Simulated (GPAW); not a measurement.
# AlNi3 (Pm-3m) in GPAW: a series of runs

Runs on AlNi3. Level: PBEsol. Tasks: relaxation of cell and atoms.

Program: GPAW 26.7.0. These are calculated values, not measurements. Logs are shortened: lines on timing, memory, paths and dates and some standing lists are left out, and cuts for length are marked. The log counts tension as positive stress, the text compression.

## (1) The structure

It takes space group Pm-3m (No. 221, cubic). Conventional cell: a = 3.523 Å, b = 3.523 Å, c = 3.523 Å, α = 90.00°, β = 90.00°, γ = 90.00°. Ni (site symmetry 4/mmm) has 8 Ni at 2.49 Å and 4 Al at 2.49 Å as nearest neighbours. Al (site symmetry m-3m) has 12 Ni at 2.49 Å as nearest neighbours.

The cell is a database's computed one.

## (2) Relaxation of cell and atoms, PBEsol, collinear spin, ferromagnetic start

File run.py:

```python
from ase import Atoms
from ase.filters import FrechetCellFilter
from ase.io import write
from ase.optimize import BFGS
from gpaw import GPAW, PW, setup_paths

setup_paths.insert(0, '.')

atoms = Atoms(['Ni', 'Ni', 'Ni', 'Al'],
              cell=[[3.5230547267, 0.0, 0.0],
                    [0.0, 3.5230547267, 0.0],
                    [0.0, 0.0, 3.5230547267]],
              scaled_positions=[[0.5, 0.5, 0.0],
                                [0.5, 0.0, 0.5],
                                [0.0, 0.5, 0.5],
                                [0.0, 0.0, 0.0]],
              pbc=True)
atoms.set_initial_magnetic_moments([1.0, 1.0, 1.0, 0.0])

calc = GPAW(mode=PW(600),
            xc='PBEsol',
            kpts={'size': (6, 6, 6), 'gamma': True},
            occupations={'name': 'fermi-dirac', 'width': 0.05},
            nbands=45,
            convergence={'density': 1e-05, 'forces': 0.0001},
            maxiter=150,
            txt='gpaw.txt')
atoms.calc = calc
opt = BFGS(FrechetCellFilter(atoms), trajectory='relax.traj', logfile='-')
done = opt.run(fmax=0.02, steps=60)
calc.write('gs.gpw')
write('result.traj', atoms)
print('Converged:', done)
print('Cell:', atoms.cell.cellpar().round(4))
print('Volume:', round(atoms.get_volume(), 4))
print(atoms.get_scaled_positions().round(5))
```

Potentials or basis: PAW data sets generated in the run's folder for this functional, pw.

On the command line:

```sh
gpaw-setup -f PBEsol Al Ni
OMP_NUM_THREADS=1 python run.py
```

gpaw.txt:

```text
__  _  _
 | _ |_)|_||  |
 |__||  | ||/\| - 26.7.0

Input parameters:
  mode=PW(ecut=600.0),
  convergence={'density': 1e-05, 'forces': 0.0001},
  kpts=MonkhorstPack(size=(6, 6, 6), gamma=True),
  maxiter=150,
  nbands=45,
  occupations=Occupations(name='fermi-dirac', width=0.05),
  xc=XC(name='PBEsol')

Diagonalizing LCAO Hamiltonian
Converting LCAO to pw mode
   .--------.
  /|        |
 * |        |
 |Ni        |
 | .-Ni-----.
 |/   Ni   /
 Al-------*

Atoms  # Å, Bohr magnetons
|   | symbol |        x |        y |        z |    initial magnetic moments |
|---|--------|----------|----------|----------|-----------------------------|
| 0 |     Ni | 1.761527 | 1.761527 | 0.000000 | ( 0.0000,  0.0000,  1.0000) |
| 1 |     Ni | 1.761527 | 0.000000 | 1.761527 | ( 0.0000,  0.0000,  1.0000) |
| 2 |     Ni | 0.000000 | 1.761527 | 1.761527 | ( 0.0000,  0.0000,  1.0000) |
| 3 |     Al | 0.000000 | 0.000000 | 0.000000 | ( 0.0000,  0.0000,  0.0000) |

Unit cell  # Å
| periodic |        x |        y |        z |  lengths |    angles |
|----------|----------|----------|----------|----------|-----------|
|      yes | 3.523055 | 0.000000 | 0.000000 | 3.523055 | 90.000000 |
|      yes | 0.000000 | 3.523055 | 0.000000 | 3.523055 | 90.000000 |
|      yes | 0.000000 | 0.000000 | 3.523055 | 3.523055 | 90.000000 |

Number of symmetries: 48
Symmetry operations  # r_c * U_cc + t_c -> r_c
|    | kind |            matrix            |
|----|------|------------------------------|
|  0 |  E   |  1, 0, 0,  0, 1, 0,  0, 0, 1 |
|  1 |  σ   |  1, 0, 0,  0, 1, 0,  0, 0,-1 |
|  2 |  σ   |  1, 0, 0,  0, 0, 1,  0, 1, 0 |
|  3 |  C4  |  1, 0, 0,  0, 0, 1,  0,-1, 0 |
|  4 |  C4  |  1, 0, 0,  0, 0,-1,  0, 1, 0 |
|  5 |  σ   |  1, 0, 0,  0, 0,-1,  0,-1, 0 |
|  6 |  σ   |  1, 0, 0,  0,-1, 0,  0, 0, 1 |
|  7 |  C2  |  1, 0, 0,  0,-1, 0,  0, 0,-1 |
|  8 |  σ   |  0, 1, 0,  1, 0, 0,  0, 0, 1 |
|  9 |  C2  |  0, 1, 0,  1, 0, 0,  0, 0,-1 |
| 10 |  C3  |  0, 1, 0,  0, 0, 1,  1, 0, 0 |
| 11 |  S6  |  0, 1, 0,  0, 0, 1, -1, 0, 0 |
| 12 |  S6  |  0, 1, 0,  0, 0,-1,  1, 0, 0 |
| 13 |  C3  |  0, 1, 0,  0, 0,-1, -1, 0, 0 |
| 14 |  C4  |  0, 1, 0, -1, 0, 0,  0, 0, 1 |
| 15 |  S4  |  0, 1, 0, -1, 0, 0,  0, 0,-1 |
| 16 |  C3  |  0, 0, 1,  1, 0, 0,  0, 1, 0 |
| 17 |  S6  |  0, 0, 1,  1, 0, 0,  0,-1, 0 |
| 18 |  σ   |  0, 0, 1,  0, 1, 0,  1, 0, 0 |
| 19 |  C4  |  0, 0, 1,  0, 1, 0, -1, 0, 0 |
| 20 |  C2  |  0, 0, 1,  0,-1, 0,  1, 0, 0 |
| 21 |  S4  |  0, 0, 1,  0,-1, 0, -1, 0, 0 |
[... 160 lines left out ...]
SCF iterations
|iter     | |      energy | eigst |  dens |force |  magmom |
|---------|-|-------------|-------|-------|------|---------|
|iter:   1| |  -29.129271 | +0.63 |       |      |  +3.0045|
|iter:   2| |  -29.277481 | -1.33 | -1.15 |      |  +2.9015|
|iter:   3| |  -29.510420 | -2.89 | -1.24 |      |  +2.3342|
|iter:   4| |  -29.650350 | -2.62 | -1.34 |      |  +1.4878|
|iter:   5| |  -29.712001 | -2.89 | -1.78 |      |  +0.9782|
|iter:   6| |  -29.717399 | -3.79 | -2.14 |      |  +0.6710|
|iter:   7| |  -29.718368c| -4.90 | -2.54 |      |  +0.6763|
|iter:   8| |  -29.718338c| -5.11 | -2.76 |      |  +0.6659|
|iter:   9| |  -29.718008c| -5.79 | -3.13 |      |  +0.6617|
|iter:  10| |  -29.717982c| -7.63c| -4.02 |      |  +0.6621|
|iter:  11| |  -29.717971c| -8.06c| -4.66 |      |  +0.6618|
|iter:  12| |  -29.717955c| -8.59c| -4.96 |      |  +0.6611|
|iter:  13| |  -29.717952c| -8.95c| -5.46c|      |  +0.6609|
|iter:  14| |  -29.717952c| -9.75c| -5.86c|-25.36c|  +0.6609|

Converged in 14 steps
Energy contributions relative to reference atoms: (reference = -130587.894217)

Energy contributions:
  Kinetic:          23.013041
  Coulomb:         -14.233683
  Zero:              0.228137
  External:          0.000000
  Xc:              -38.711261
  Entropy:          -0.028371
  Spinorbit:         0.000000
  ----------------------------
  Free energy:     -29.732137
  Extrapolated:    -29.717952

dipole moment: (-13.253421, -13.253421, -13.253421)  # |e|*Ang

Total magnetic moment: (0.000000, 0.000000, 0.660877)
[... 37 lines left out ...]
Stress tensor  # eV/Ang^3
|         x |         y |         z |
|-----------|-----------|-----------|
| -0.008686 |  0.000000 |  0.000000 |
|  0.000000 | -0.008686 |  0.000000 |
|  0.000000 |  0.000000 | -0.008686 |

Forces  # eV/Ang
|        x |        y |        z |
|----------|----------|----------|
|  0.00000 |  0.00000 | -0.00000 |  # Ni   0
|  0.00000 | -0.00000 |  0.00000 |  # Ni   1
| -0.00000 |  0.00000 |  0.00000 |  # Ni   2
|  0.00000 |  0.00000 |  0.00000 |  # Al   3

Interpolating wave functions to new cell
   .--------.
  /|        |
 * |        |
 |Ni        |
 | .-Ni-----.
 |/   Ni   /
 Al-------*

Atoms  # Å, Bohr magnetons
|   | symbol |         x |         y |         z |    initial magnetic moments |
|---|--------|-----------|-----------|-----------|-----------------------------|
| 0 |     Ni |  1.762125 |  1.762125 | -0.000000 | ( 0.0000,  0.0000,  0.2441) |
| 1 |     Ni |  1.762125 | -0.000000 |  1.762125 | ( 0.0000,  0.0000,  0.2441) |
| 2 |     Ni | -0.000000 |  1.762125 |  1.762125 | ( 0.0000,  0.0000,  0.2441) |
| 3 |     Al |  0.000000 |  0.000000 |  0.000000 | ( 0.0000,  0.0000, -0.0131) |

Unit cell  # Å
| periodic |        x |        y |        z |  lengths |    angles |
|----------|----------|----------|----------|----------|-----------|
|      yes | 3.524250 | 0.000000 | 0.000000 | 3.524250 | 90.000000 |
|      yes | 0.000000 | 3.524250 | 0.000000 | 3.524250 | 90.000000 |
|      yes | 0.000000 | 0.000000 | 3.524250 | 3.524250 | 90.000000 |

Number of symmetries: 48
Symmetry operations  # r_c * U_cc + t_c -> r_c
|    | kind |            matrix            |
|----|------|------------------------------|
|  0 |  E   |  1, 0, 0,  0, 1, 0,  0, 0, 1 |
|  1 |  σ   |  1, 0, 0,  0, 1, 0,  0, 0,-1 |
|  2 |  σ   |  1, 0, 0,  0, 0, 1,  0, 1, 0 |
|  3 |  C4  |  1, 0, 0,  0, 0, 1,  0,-1, 0 |
|  4 |  C4  |  1, 0, 0,  0, 0,-1,  0, 1, 0 |
|  5 |  σ   |  1, 0, 0,  0, 0,-1,  0,-1, 0 |
|  6 |  σ   |  1, 0, 0,  0,-1, 0,  0, 0, 1 |
|  7 |  C2  |  1, 0, 0,  0,-1, 0,  0, 0,-1 |
|  8 |  σ   |  0, 1, 0,  1, 0, 0,  0, 0, 1 |
|  9 |  C2  |  0, 1, 0,  1, 0, 0,  0, 0,-1 |
| 10 |  C3  |  0, 1, 0,  0, 0, 1,  1, 0, 0 |
| 11 |  S6  |  0, 1, 0,  0, 0, 1, -1, 0, 0 |
| 12 |  S6  |  0, 1, 0,  0, 0,-1,  1, 0, 0 |
| 13 |  C3  |  0, 1, 0,  0, 0,-1, -1, 0, 0 |
| 14 |  C4  |  0, 1, 0, -1, 0, 0,  0, 0, 1 |
| 15 |  S4  |  0, 1, 0, -1, 0, 0,  0, 0,-1 |
| 16 |  C3  |  0, 0, 1,  1, 0, 0,  0, 1, 0 |
| 17 |  S6  |  0, 0, 1,  1, 0, 0,  0,-1, 0 |
| 18 |  σ   |  0, 0, 1,  0, 1, 0,  1, 0, 0 |
| 19 |  C4  |  0, 0, 1,  0, 1, 0, -1, 0, 0 |
| 20 |  C2  |  0, 0, 1,  0,-1, 0,  1, 0, 0 |
| 21 |  S4  |  0, 0, 1,  0,-1, 0, -1, 0, 0 |
[... 152 lines left out ...]
convergence criteria:
- Maximum integral of absolute [dens]ity change: 1e-05 electrons / valence electron
- Maximum change in the atomic [forces] across last 2 cycles: 0.0001 eV/Ang OR
Maximum error relative to the maximum force is below inf
- Maximum [total energy] change in last 3 cyles: 0.0005 eV / valence electron
- Maximum integral of absolute [eigenst]ate change: 4e-08 eV^2 / valence electron
maximum number of iterations: 150

SCF iterations
|iter     | |      energy | eigst |  dens |force |  magmom |
|---------|-|-------------|-------|-------|------|---------|
|iter:   1| |  -29.718302 | -4.17 |       |      |  +0.6609|
|iter:   2| |  -29.718285 | -6.26 | -3.29 |      |  +0.6609|
|iter:   3| |  -29.718294c| -6.59 | -3.43 |      |  +0.6610|
|iter:   4| |  -29.718295c| -8.29c| -4.04 |      |  +0.6611|
|iter:   5| |  -29.718301c| -7.46c| -4.15 |      |  +0.6613|
|iter:   6| |  -29.718303c| -7.71c| -4.86 |      |  +0.6614|
|iter:   7| |  -29.718305c| -7.99c| -5.00c|      |  +0.6615|
|iter:   8| |  -29.718308c| -7.79c| -5.23c|-24.08c|  +0.6617|

Converged in 8 steps
Energy contributions relative to reference atoms: (reference = -130587.894217)

Energy contributions:
  Kinetic:          22.833778
  Coulomb:         -14.098392
  Zero:              0.228906
  External:          0.000000
  Xc:              -38.668413
  Entropy:          -0.028372
  Spinorbit:         0.000000
  ----------------------------
  Free energy:     -29.732494
  Extrapolated:    -29.718308

dipole moment: (-13.257757, -13.257757, -13.257757)  # |e|*Ang

Total magnetic moment: (0.000000, 0.000000, 0.661714)
[... 37 lines left out ...]
Stress tensor  # eV/Ang^3
|         x |         y |         z |
|-----------|-----------|-----------|
| -0.007306 |  0.000000 |  0.000000 |
|  0.000000 | -0.007306 |  0.000000 |
|  0.000000 |  0.000000 | -0.007306 |

Forces  # eV/Ang
|        x |        y |        z |
|----------|----------|----------|
|  0.00000 |  0.00000 |  0.00000 |  # Ni   0
| -0.00000 | -0.00000 |  0.00000 |  # Ni   1
| -0.00000 | -0.00000 | -0.00000 |  # Ni   2
|  0.00000 |  0.00000 |  0.00000 |  # Al   3

Interpolating wave functions to new cell

        Ni
            Ni
             Ni
       Al

Atoms  # Å, Bohr magnetons
|   | symbol |        x |         y |        z |    initial magnetic moments |
|---|--------|----------|-----------|----------|-----------------------------|
| 0 |     Ni | 1.765311 |  1.765311 | 0.000000 | ( 0.0000,  0.0000,  0.2444) |
| 1 |     Ni | 1.765311 | -0.000000 | 1.765311 | ( 0.0000,  0.0000,  0.2444) |
| 2 |     Ni | 0.000000 |  1.765311 | 1.765311 | ( 0.0000,  0.0000,  0.2444) |
| 3 |     Al | 0.000000 |  0.000000 | 0.000000 | ( 0.0000,  0.0000, -0.0131) |

Unit cell  # Å
| periodic |        x |         y |         z |  lengths |    angles |
|----------|----------|-----------|-----------|----------|-----------|
|      yes | 3.530623 | -0.000000 | -0.000000 | 3.530623 | 90.000000 |
|      yes | 0.000000 |  3.530623 |  0.000000 | 3.530623 | 90.000000 |
|      yes | 0.000000 |  0.000000 |  3.530623 | 3.530623 | 90.000000 |

Number of symmetries: 48
Symmetry operations  # r_c * U_cc + t_c -> r_c
|    | kind |            matrix            |
|----|------|------------------------------|
|  0 |  E   |  1, 0, 0,  0, 1, 0,  0, 0, 1 |
|  1 |  σ   |  1, 0, 0,  0, 1, 0,  0, 0,-1 |
|  2 |  σ   |  1, 0, 0,  0, 0, 1,  0, 1, 0 |
|  3 |  C4  |  1, 0, 0,  0, 0, 1,  0,-1, 0 |
|  4 |  C4  |  1, 0, 0,  0, 0,-1,  0, 1, 0 |
|  5 |  σ   |  1, 0, 0,  0, 0,-1,  0,-1, 0 |
|  6 |  σ   |  1, 0, 0,  0,-1, 0,  0, 0, 1 |
|  7 |  C2  |  1, 0, 0,  0,-1, 0,  0, 0,-1 |
|  8 |  σ   |  0, 1, 0,  1, 0, 0,  0, 0, 1 |
|  9 |  C2  |  0, 1, 0,  1, 0, 0,  0, 0,-1 |
| 10 |  C3  |  0, 1, 0,  0, 0, 1,  1, 0, 0 |
| 11 |  S6  |  0, 1, 0,  0, 0, 1, -1, 0, 0 |
| 12 |  S6  |  0, 1, 0,  0, 0,-1,  1, 0, 0 |
| 13 |  C3  |  0, 1, 0,  0, 0,-1, -1, 0, 0 |
| 14 |  C4  |  0, 1, 0, -1, 0, 0,  0, 0, 1 |
| 15 |  S4  |  0, 1, 0, -1, 0, 0,  0, 0,-1 |
| 16 |  C3  |  0, 0, 1,  1, 0, 0,  0, 1, 0 |
| 17 |  S6  |  0, 0, 1,  1, 0, 0,  0,-1, 0 |
| 18 |  σ   |  0, 0, 1,  0, 1, 0,  1, 0, 0 |
| 19 |  C4  |  0, 0, 1,  0, 1, 0, -1, 0, 0 |
| 20 |  C2  |  0, 0, 1,  0,-1, 0,  1, 0, 0 |
| 21 |  S4  |  0, 0, 1,  0,-1, 0, -1, 0, 0 |
[... 160 lines left out ...]
SCF iterations
|iter     | |      energy | eigst |  dens |force |  magmom |
|---------|-|-------------|-------|-------|------|---------|
|iter:   1| |  -29.720861 | -2.63 |       |      |  +0.6617|
|iter:   2| |  -29.719950 | -4.77 | -2.56 |      |  +0.6619|
|iter:   3| |  -29.719231c| -5.13 | -2.70 |      |  +0.6626|
|iter:   4| |  -29.719224c| -6.88 | -3.31 |      |  +0.6629|
|iter:   5| |  -29.719258c| -6.05 | -3.42 |      |  +0.6639|
|iter:   6| |  -29.719270c| -7.66c| -4.16 |      |  +0.6644|
|iter:   7| |  -29.719280c| -8.18c| -4.27 |      |  +0.6650|
|iter:   8| |  -29.719295c| -8.22c| -4.51 |      |  +0.6661|
|iter:   9| |  -29.719300c| -8.08c| -4.61 |      |  +0.6663|
|iter:  10| |  -29.719302c| -8.94c| -4.75 |      |  +0.6664|
|iter:  11| |  -29.719302c| -9.20c| -5.92c|      |  +0.6664|
|iter:  12| |  -29.719302c|-10.87c| -7.11c|-24.60c|  +0.6664|

Converged in 12 steps
Energy contributions relative to reference atoms: (reference = -130587.894217)

Energy contributions:
  Kinetic:          21.859988
  Coulomb:         -13.352883
  Zero:              0.231585
  External:          0.000000
  Xc:              -38.443809
  Entropy:          -0.028365
  Spinorbit:         0.000000
  ----------------------------
  Free energy:     -29.733484
  Extrapolated:    -29.719302

dipole moment: (-13.280650, -13.280650, -13.280650)  # |e|*Ang

Total magnetic moment: (0.000000, 0.000000, 0.666370)
[... 37 lines left out ...]
Stress tensor  # eV/Ang^3
|         x |         y |         z |
|-----------|-----------|-----------|
| -0.000285 |  0.000000 |  0.000000 |
|  0.000000 | -0.000285 |  0.000000 |
|  0.000000 |  0.000000 | -0.000285 |

Forces  # eV/Ang
|        x |        y |        z |
|----------|----------|----------|
| -0.00000 | -0.00000 | -0.00000 |  # Ni   0
| -0.00000 | -0.00000 | -0.00000 |  # Ni   1
| -0.00000 | -0.00000 | -0.00000 |  # Ni   2
|  0.00000 |  0.00000 |  0.00000 |  # Al   3

# Writing to gs.gpw (mode='')
```

Run time: 2 min. Hardware: 1 thread of Arm Neoverse V2, shared host; peak memory 0.29 GiB.

Results:

```yaml
Free_energy: -29.7335 eV
Relaxed_volume: 11.00 Å³/atom
Relaxed_cell: a = 3.531 Å, b = 3.531 Å, c = 3.531 Å, α = 90.00°, β = 90.00°, γ = 90.00°
Space_group_after_relaxing_to_0.05_Å: Pm-3m (No. 221)
Energy_gained_by_relaxing: 0.3 meV/atom
Ionic_steps: 3
Pressure_after_relaxing: 0.0 GPa
Band_gap_on_the_k_mesh: none (metal or under the smearing width)
Net_moment: 0.67 μB per cell
Site_moments: Ni +0.25; Al -0.01 μB
```

The path:
```
step  energy change (eV)  largest force (eV/Å)  pressure (GPa)  volume (Å³)
   1              0.0000                0.0000            1.39        43.73
   2             -0.0004                0.0000            1.17        43.77
   3             -0.0013                0.0000            0.05        44.01
```

Final structure:
```
Ni Al
1.0
     3.53062    0.00000    0.00000
     0.00000    3.53062    0.00000
     0.00000    0.00000    3.53062
Ni Al
3 1
Cartesian
  1.7653 1.7653 0.0000
  1.7653 0.0000 1.7653
  0.0000 1.7653 1.7653
  0.0000 0.0000 0.0000
```

Levels at points of the mesh, in eV from the Fermi level:
Spin up:
```
           k point  band 23  band 24  band 25  band 26  band 27  band 28  band 29  band 30
(0.00, 0.00, 0.00)    -0.03    -0.03    -0.03     0.76     0.76     0.76     6.75     6.75
(0.50, 0.00, 0.00)    -1.21    -1.07    -0.49    -0.03     5.59     5.59     5.67     5.67
(0.50, 0.50, 0.00)    -1.25    -1.00    -0.96    -0.59     0.92     0.92     8.25     8.25
(0.50, 0.50, 0.50)    -1.07    -1.07    -0.41    -0.22    -0.22    -0.22     3.67     4.16
```
Spin down:
| k point | band 23 | band 24 | band 25 | band 26 | band 27 | band 28 |
| --- | --- | --- | --- | --- | --- | --- |
| (0.00, 0.00, 0.00) | 0.37 | 0.37 | 0.37 | 0.74 | 0.74 | 0.74 |
| (0.50, 0.00, 0.00) | -0.97 | -0.85 | -0.29 | 0.37 | 5.64 | 5.64 |
| (0.50, 0.50, 0.00) | -1.13 | -0.77 | -0.63 | -0.45 | 1.19 | 1.19 |
| (0.50, 0.50, 0.50) | -0.89 | -0.89 | -0.42 | 0.12 | 0.12 | 0.12 |

Caveat: each step starts from the last one's moments, so a moment once lost doesn't come back; the stock nickel data set gives pressures a few GPa off other programs; later steps reuse the first step's grids.

[end of part 1 of 2]
